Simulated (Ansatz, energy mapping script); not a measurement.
**FeCl3 monolayer: J from the energies of magnetic orders**

Aim: the exchange couplings of FeCl3 monolayer from the energies of a few collinear orders, and the ordering temperature that they give.

Calculated with Ansatz 0.2.0; PBE with U = 3.82 eV on Fe d, ortho-atomic projectors; plane waves, U on orthogonalised atomic orbitals unless named otherwise, collinear spin, no spin–orbit coupling.

This is a report of a sequence of runs, with most program output left out.

### 1. Set-up

The cell holds 8 atoms: 2 Fe and 6 Cl. Its edges and angles: a = 6.100 Å, b = 6.100 Å, c = 17.727 Å, α = 90.0°, β = 90.0°, γ = 120.0°. It derives from FeCl3. one layer cut from the bulk crystal, unrelaxed, 15 A of vacuum. Vacuum lies along c.

The cell comes from a database of computed structures, and need not be the one that the compound takes in experiment.

The U corrects the self-interaction that lets semilocal functionals spread d and f electrons too far. Its value here is typed, not computed.

### 2. A first run with parallel moments

One run in the crystal's own cell, under LDA with U = 4.73 eV on Fe d, ortho-atomic projectors, shows which elements keep a moment. Transition or f elements with 0.3 μB or more enter the spin model; moments induced on other atoms do not.

Contents of input.yaml:

```yaml
crystal:
  lattice:
    - [6.100388011, 0.0, 0.0]
    - [-3.050194006, 5.28309099, 0.0]
    - [0.0, 0.0, 17.726677]
  atoms:
    - { symbol: Fe, position: [0.666667, 0.333333, 0.499727], spin: 4.0 }
    - { symbol: Cl, position: [0.359889, 0.9998, 0.576909] }
    - { symbol: Cl, position: [0.0002, 0.360088, 0.576909] }
    - { symbol: Cl, position: [0.639912, 0.640111, 0.576909] }
    - { symbol: Cl, position: [0.999809333, 0.641586667, 0.423091] }
    - { symbol: Cl, position: [0.641778333, 0.000190667, 0.423091] }
    - { symbol: Cl, position: [0.358413333, 0.358221667, 0.423091] }
    - { symbol: Fe, position: [0.333333667, 0.666666333, 0.499892], spin: 4.0 }
magnetization:
  spin_polarized: true
kpoints:
  mp_grid: { grid: [5, 5, 1] }
hamiltonian:
  xc: lda
  hubbard:
    sites: [{ species: Fe, l: d, u_eff: 4.73 }]
    projectors: ortho-atomic
scf:
  occupations: { method: fermi_dirac, width: 0.05 }
output:
  eigenvalues: true
```

Launch:

```bash
$ ansatz run input.yaml --threads 4 --pin off --max-ram 8192MiB --backend cpu --events-out ev --progress --plain --runs-dir out
```

Wall time 15 s (4 threads of Arm Neoverse V1, shared host); peak memory 0.99 GiB; 56 s of CPU time.

Spin moment in the sphere by atom:

```csv
atom,spin moment in the sphere (μB)
Fe1,3.93
Cl2,0.23
Cl3,0.23
Cl4,0.23
Cl5,0.22
Cl6,0.22
Cl7,0.22
Fe8,3.93
```

The run ends ferromagnetic; Fe carries the moments.

### 3. Seed run in the crystal's own cell

A corrected shell can settle in several orbital fillings. One parallel run, with an occupation width a fifth wider than the orders use, therefore is to supply the occupation matrices. All orders start from them.

Changes to input.yaml since step 2:

```diff
@@ -17,10 +17,10 @@
 kpoints:
-  mp_grid: { grid: [5, 5, 1] }
+  mp_grid: { grid: [6, 6, 1] }
 hamiltonian:
-  xc: lda
+  xc: pbe
   hubbard:
-    sites: [{ species: Fe, l: d, u_eff: 4.73 }]
+    sites: [{ species: Fe, l: d, u_eff: 3.82 }]
     projectors: ortho-atomic
 scf:
-  occupations: { method: fermi_dirac, width: 0.05 }
+  occupations: { method: fermi_dirac, width: 0.084 }
 output:
```

The job ended after 18 s (4 threads; peak memory 1.1 GiB; 68 s of CPU time).

Read from the output:

| Property | Result |
| --- | --- |
| final state | ferromagnetic |
| electrons in the corrected shells | 6.026, 6.026 e |
| largest moment | 3.953 μB |

### 4. Order 1: parallel, cell A of 8 atoms

The parallel order is the zero of energy for this cell and mesh.

input.yaml, the sections that differ from step 3:

```yaml
hamiltonian:
  xc: pbe
  hubbard:
    sites:
      - { species: Fe, l: d, u_eff: 3.82 }
      - { site: 0, l: d, u_eff: 3.82, starting_ns: [{ spin: up, occupation_matrix: fe1_major }, { spin: down, occupation_matrix: fe1_minor }] }
      - { site: 7, l: d, u_eff: 3.82, starting_ns: [{ spin: up, occupation_matrix: fe8_major }, { spin: down, occupation_matrix: fe8_minor }] }
    projectors: ortho-atomic
    occupation_matrices:
      fe1_major:
        matrix:
          - [0.998, 0.0, 0.0, 0.0, 0.0]
          - [0.0, 0.997, 0.0, 0.001, 0.0]
          - [0.0, 0.0, 0.997, 0.0, -0.001]
          - [0.0, 0.001, 0.0, 0.998, 0.0]
          - [0.0, 0.0, -0.001, 0.0, 0.998]
      fe1_minor:
        matrix:
          - [0.073, 0.0, 0.0, 0.0, 0.0]
          - [0.0, 0.297, 0.0, -0.147, -0.001]
          - [0.0, 0.0, 0.297, -0.001, 0.147]
          - [0.0, -0.147, -0.001, 0.186, 0.0]
          - [0.0, -0.001, 0.147, 0.0, 0.186]
      fe8_major:
        matrix:
          - [0.998, 0.0, 0.0, 0.0, 0.0]
          - [0.0, 0.997, 0.0, 0.001, 0.0]
          - [0.0, 0.0, 0.997, 0.0, -0.001]
          - [0.0, 0.001, 0.0, 0.998, 0.0]
          - [0.0, 0.0, -0.001, 0.0, 0.998]
      fe8_minor:
        matrix:
          - [0.073, 0.0, 0.0, 0.0, 0.0]
          - [0.0, 0.297, 0.0, -0.147, 0.001]
          - [0.0, 0.0, 0.297, 0.001, 0.147]
          - [0.0, -0.147, 0.001, 0.186, 0.0]
          - [0.0, 0.001, 0.147, 0.0, 0.186]
scf:
  occupations: { method: fermi_dirac, width: 0.07 }
output:
  eigenvalues: true
  write_density: true
  write_potential: true
  elf: true
  volumetric_format: npy
# crystal, magnetization, kpoints: as in step 3
```

Run time: 21 s. Hardware: 4 threads; peak memory 1.3 GiB.

Spin moment in the sphere by atom:

```csv
atom,spin moment in the sphere (μB)
Fe1,3.95
Cl2,0.23
Cl3,0.23
Cl4,0.23
Cl5,0.22
Cl6,0.22
Cl7,0.22
Fe8,3.95
```

The run ends ferromagnetic.

Spin density in the ca plane at fractional y = 0.333, with atoms of Fe and Cl within 0.2 Å of it.

Values in e/Å³, 8 rows by 16 columns, each cell a mean:
```
0.0 0.0 0.0 0.0 0.0 0.0 0.0 0.0 0.0 0.1 0.0 0.0 0.0 0.0 0.0 0.0
0.0 0.0 0.0 0.0 0.0 0.0 0.0 0.3 0.3 0.0 0.0 0.0 0.0 0.0 0.0 0.0
0.0 0.0 0.0 0.0 0.0 0.0 0.0 1.8 2.9 0.0 0.0 0.0 0.0 0.0 0.0 0.0
0.0 0.0 0.0 0.0 0.0 0.0 0.0 0.3 0.5 0.0 0.0 0.0 0.0 0.0 0.0 0.0
0.0 0.0 0.0 0.0 0.0 0.0 0.1 0.0 0.0 0.0 0.0 0.0 0.0 0.0 0.0 0.0
0.0 0.0 0.0 0.0 0.0 0.0 0.1 0.0 0.0 0.0 0.0 0.0 0.0 0.0 0.0 0.0
0.0 0.0 0.0 0.0 0.0 0.0 0.0 0.0 0.0 0.0 0.0 0.0 0.0 0.0 0.0 0.0
0.0 0.0 0.0 0.0 0.0 0.0 0.0 0.0 0.0 0.1 0.0 0.0 0.0 0.0 0.0 0.0
```
Columns run along c (17.7 Å), rows up along a (6.1 Å). Atoms in or near the plane, at fractional coordinates: Fe at (0.50, 0.67), Cl at (0.58, 0.00), Cl at (0.42, 0.36).

ELF in the ca plane at fractional y = 0.333, with atoms of Fe and Cl within 0.2 Å of it. It is the smooth field of the valence electrons, not physical close to the nuclei.

Ten even steps from '0' (0.00) to '9' (0.89), each cell a mean:
```
00000000000000000000015986899620000000000000
00000000000000000000003799997410000000000000
00000000000000000001111368864200000000000000
00000000000000000001245312210000000000000000
00000000000000000000389510000000000000000000
00000000000000000011377410000000000000000000
00000000000000013454233211000000000000000000
00000000000000247899731011000000000000000000
00000000000001379988962000000000000000000000
00000000000001479966972000000000000000000000
00000000000001379988972000000000000000000000
00000000000000258999851133321000000000000000
00000000000000024676411588875200000000000000
00000000000000000111003899997410000000000000
00000000000000000000015986899620000000000000
```
Columns run along c (17.7 Å), rows up along a (6.1 Å). Atoms in or near the plane, at fractional coordinates: Fe at (0.50, 0.67), Cl at (0.58, 0.00), Cl at (0.42, 0.36).

### 5. Order 2: compensated +−, cell A of 8 atoms

This order reverses 3 of the 3 neighbours at 3.52 Å, 0 of the 6 neighbours at 6.10 Å and 3 of the 3 neighbours at 7.04 Å, counted for an average magnetic atom.

Changes to input.yaml since step 4:

```diff
@@ -13,3 +13,3 @@
     - { symbol: Cl, position: [0.358413333, 0.358221667, 0.423091] }
-    - { symbol: Fe, position: [0.333333667, 0.666666333, 0.499892], spin: 4.0 }
+    - { symbol: Fe, position: [0.333333667, 0.666666333, 0.499892], spin: -4.0 }
 magnetization:
@@ -24,3 +24,3 @@
       - { site: 0, l: d, u_eff: 3.82, starting_ns: [{ spin: up, occupation_matrix: fe1_major }, { spin: down, occupation_matrix: fe1_minor }] }
-      - { site: 7, l: d, u_eff: 3.82, starting_ns: [{ spin: up, occupation_matrix: fe8_major }, { spin: down, occupation_matrix: fe8_minor }] }
+      - { site: 7, l: d, u_eff: 3.82, starting_ns: [{ spin: up, occupation_matrix: fe8_minor }, { spin: down, occupation_matrix: fe8_major }] }
     projectors: ortho-atomic
```

The job ended after 20 s (4 threads; peak memory 1.3 GiB; 79 s of CPU time).

Spin moment in the sphere by atom:

```csv
atom,spin moment in the sphere (μB)
Fe1,3.95
Cl2,0.00
Cl3,0.00
Cl4,0.00
Cl5,0.00
Cl6,0.00
Cl7,0.00
Fe8,-3.95
```

The run ends antiferromagnetic, 1.41 meV a magnetic atom below the parallel order of its cell.

Spin density in the ca plane at fractional y = 0.333, with atoms of Fe and Cl within 0.2 Å of it.

Values in e/Å³, 8 rows by 16 columns, each cell a mean:
```
0.0 0.0 0.0 0.0 0.0 0.0 0.0 0.0 0.0 0.0 0.0 0.0 0.0 0.0 0.0 0.0
0.0 0.0 0.0 0.0 0.0 0.0 0.0 0.2 0.3 0.0 0.0 0.0 0.0 0.0 0.0 0.0
0.0 0.0 0.0 0.0 0.0 0.0 0.0 1.8 2.9 0.0 0.0 0.0 0.0 0.0 0.0 0.0
0.0 0.0 0.0 0.0 0.0 0.0 0.0 0.3 0.5 0.0 0.0 0.0 0.0 0.0 0.0 0.0
0.0 0.0 0.0 0.0 0.0 0.0 0.0 0.0 0.0 0.0 0.0 0.0 0.0 0.0 0.0 0.0
0.0 0.0 0.0 0.0 0.0 0.0 0.0 0.0 0.0 0.0 0.0 0.0 0.0 0.0 0.0 0.0
0.0 0.0 0.0 0.0 0.0 0.0 0.0 0.0 0.0 0.0 0.0 0.0 0.0 0.0 0.0 0.0
0.0 0.0 0.0 0.0 0.0 0.0 0.0 0.0 0.0 0.0 0.0 0.0 0.0 0.0 0.0 0.0
```
Columns run along c (17.7 Å), rows up along a (6.1 Å). Atoms in or near the plane, at fractional coordinates: Fe at (0.50, 0.67), Cl at (0.58, 0.00), Cl at (0.42, 0.36).

ELF in the ca plane at fractional y = 0.333, with atoms of Fe and Cl within 0.2 Å of it. It is the smooth field of the valence electrons, not physical close to the nuclei.

Ten even steps from '0' (0.00) to '9' (0.89), each cell a mean:
```
00000000000000000000015986899620000000000000
00000000000000000000003799997410000000000000
00000000000000000001111368864200000000000000
00000000000000000001245313210000000000000000
00000000000000000000379510000000000000000000
00000000000000000011377410000000000000000000
00000000000000013454233211000000000000000000
00000000000000247899731011000000000000000000
00000000000001379988962000000000000000000000
00000000000001479966972000000000000000000000
00000000000001379988972000000000000000000000
00000000000000258999851133321000000000000000
00000000000000024676411588875200000000000000
00000000000000000111003899997410000000000000
00000000000000000000015986899620000000000000
```
Columns run along c (17.7 Å), rows up along a (6.1 Å). Atoms in or near the plane, at fractional coordinates: Fe at (0.50, 0.67), Cl at (0.58, 0.00), Cl at (0.42, 0.36).

### 6. Order 3: parallel, cell B of 16 atoms

A new cell needs its own zero of energy.

Contents of input.yaml:

```yaml
crystal:
  lattice:
    - [6.100388011, 0.0, 0.0]
    - [-6.100388012, 10.56618198, 0.0]
    - [0.0, 0.0, 17.726677]
  atoms:
    - { symbol: Fe, position: [0.666667, 0.1666665, 0.499727], spin: 4.0 }
    - { symbol: Fe, position: [0.666667, 0.6666665, 0.499727], spin: 4.0 }
    - { symbol: Cl, position: [0.359889, 0.4999, 0.576909] }
    - { symbol: Cl, position: [0.359889, 0.9999, 0.576909] }
    - { symbol: Cl, position: [0.0002, 0.180044, 0.576909] }
    - { symbol: Cl, position: [0.0002, 0.680044, 0.576909] }
    - { symbol: Cl, position: [0.639912, 0.3200555, 0.576909] }
    - { symbol: Cl, position: [0.639912, 0.8200555, 0.576909] }
    - { symbol: Cl, position: [0.999809333, 0.320793334, 0.423091] }
    - { symbol: Cl, position: [0.999809333, 0.820793334, 0.423091] }
    - { symbol: Cl, position: [0.641778333, 9.5334e-05, 0.423091] }
    - { symbol: Cl, position: [0.641778333, 0.500095334, 0.423091] }
    - { symbol: Cl, position: [0.358413333, 0.179110834, 0.423091] }
    - { symbol: Cl, position: [0.358413333, 0.679110834, 0.423091] }
    - { symbol: Fe, position: [0.333333667, 0.333333166, 0.499892], spin: 4.0 }
    - { symbol: Fe, position: [0.333333667, 0.833333166, 0.499892], spin: 4.0 }
magnetization:
  spin_polarized: true
kpoints:
  mp_grid: { grid: [6, 3, 1] }
hamiltonian:
  xc: pbe
  hubbard:
    sites:
      - { species: Fe, l: d, u_eff: 3.82 }
      - { site: 0, l: d, u_eff: 3.82, starting_ns: [{ spin: up, occupation_matrix: fe1_major }, { spin: down, occupation_matrix: fe1_minor }] }
      - { site: 1, l: d, u_eff: 3.82, starting_ns: [{ spin: up, occupation_matrix: fe1_major }, { spin: down, occupation_matrix: fe1_minor }] }
      - { site: 14, l: d, u_eff: 3.82, starting_ns: [{ spin: up, occupation_matrix: fe8_major }, { spin: down, occupation_matrix: fe8_minor }] }
      - { site: 15, l: d, u_eff: 3.82, starting_ns: [{ spin: up, occupation_matrix: fe8_major }, { spin: down, occupation_matrix: fe8_minor }] }
    projectors: ortho-atomic
    occupation_matrices:
      fe1_major:
        matrix:
          - [0.998, 0.0, 0.0, 0.0, 0.0]
          - [0.0, 0.997, 0.0, 0.001, 0.0]
          - [0.0, 0.0, 0.997, 0.0, -0.001]
          - [0.0, 0.001, 0.0, 0.998, 0.0]
          - [0.0, 0.0, -0.001, 0.0, 0.998]
      fe1_minor:
        matrix:
          - [0.073, 0.0, 0.0, 0.0, 0.0]
          - [0.0, 0.297, 0.0, -0.147, -0.001]
          - [0.0, 0.0, 0.297, -0.001, 0.147]
          - [0.0, -0.147, -0.001, 0.186, 0.0]
          - [0.0, -0.001, 0.147, 0.0, 0.186]
      fe8_major:
        matrix:
          - [0.998, 0.0, 0.0, 0.0, 0.0]
          - [0.0, 0.997, 0.0, 0.001, 0.0]
          - [0.0, 0.0, 0.997, 0.0, -0.001]
          - [0.0, 0.001, 0.0, 0.998, 0.0]
          - [0.0, 0.0, -0.001, 0.0, 0.998]
      fe8_minor:
        matrix:
          - [0.073, 0.0, 0.0, 0.0, 0.0]
          - [0.0, 0.297, 0.0, -0.147, 0.001]
          - [0.0, 0.0, 0.297, 0.001, 0.147]
          - [0.0, -0.147, 0.001, 0.186, 0.0]
          - [0.0, 0.001, 0.147, 0.0, 0.186]
scf:
  occupations: { method: fermi_dirac, width: 0.07 }
output:
  eigenvalues: true
```

Wall time 1.7 min (4 threads); peak memory 3.4 GiB.

The run ends ferromagnetic. For each magnetic atom its energy differs from the parallel run of the first cell by 0.00 meV, an error that one common reference would have brought in.

### 7. Compensated +−+− start in cell B (16 atoms)

This order reverses 1 of the 3 neighbours at 3.52 Å, 4 of the 6 neighbours at 6.10 Å and 3 of the 3 neighbours at 7.04 Å, counted for an average magnetic atom.

Changes to input.yaml since step 6:

```diff
@@ -7,3 +7,3 @@
     - { symbol: Fe, position: [0.666667, 0.1666665, 0.499727], spin: 4.0 }
-    - { symbol: Fe, position: [0.666667, 0.6666665, 0.499727], spin: 4.0 }
+    - { symbol: Fe, position: [0.666667, 0.6666665, 0.499727], spin: -4.0 }
     - { symbol: Cl, position: [0.359889, 0.4999, 0.576909] }
@@ -21,3 +21,3 @@
     - { symbol: Fe, position: [0.333333667, 0.333333166, 0.499892], spin: 4.0 }
-    - { symbol: Fe, position: [0.333333667, 0.833333166, 0.499892], spin: 4.0 }
+    - { symbol: Fe, position: [0.333333667, 0.833333166, 0.499892], spin: -4.0 }
 magnetization:
@@ -32,5 +32,5 @@
       - { site: 0, l: d, u_eff: 3.82, starting_ns: [{ spin: up, occupation_matrix: fe1_major }, { spin: down, occupation_matrix: fe1_minor }] }
-      - { site: 1, l: d, u_eff: 3.82, starting_ns: [{ spin: up, occupation_matrix: fe1_major }, { spin: down, occupation_matrix: fe1_minor }] }
+      - { site: 1, l: d, u_eff: 3.82, starting_ns: [{ spin: up, occupation_matrix: fe1_minor }, { spin: down, occupation_matrix: fe1_major }] }
       - { site: 14, l: d, u_eff: 3.82, starting_ns: [{ spin: up, occupation_matrix: fe8_major }, { spin: down, occupation_matrix: fe8_minor }] }
-      - { site: 15, l: d, u_eff: 3.82, starting_ns: [{ spin: up, occupation_matrix: fe8_major }, { spin: down, occupation_matrix: fe8_minor }] }
+      - { site: 15, l: d, u_eff: 3.82, starting_ns: [{ spin: up, occupation_matrix: fe8_minor }, { spin: down, occupation_matrix: fe8_major }] }
     projectors: ortho-atomic
```

The job ended after 56 s (4 threads; peak memory 3.3 GiB; 3.7 min of CPU time).

The run ends antiferromagnetic, 4.59 meV a magnetic atom below the parallel order of its cell.

(Continued in part 2 of 2.)

[Logs and program files are shortened in this print: banners, set-up blocks, solver, clock and traceback lines can be left out without a mark of their own.]

[Logs are printed without paths, hosts, clocks, repeated set-up lines and the standing remarks that a program may print on its own settings, such as how far it seeks lower states.]

[Hosts, paths, dates, database ids (printed as entryN), source tags and the programs' standing remarks are cut or masked in the printed files.]

[Where a cell is said to come from a database of computed structures, the database is the Materials Project.]
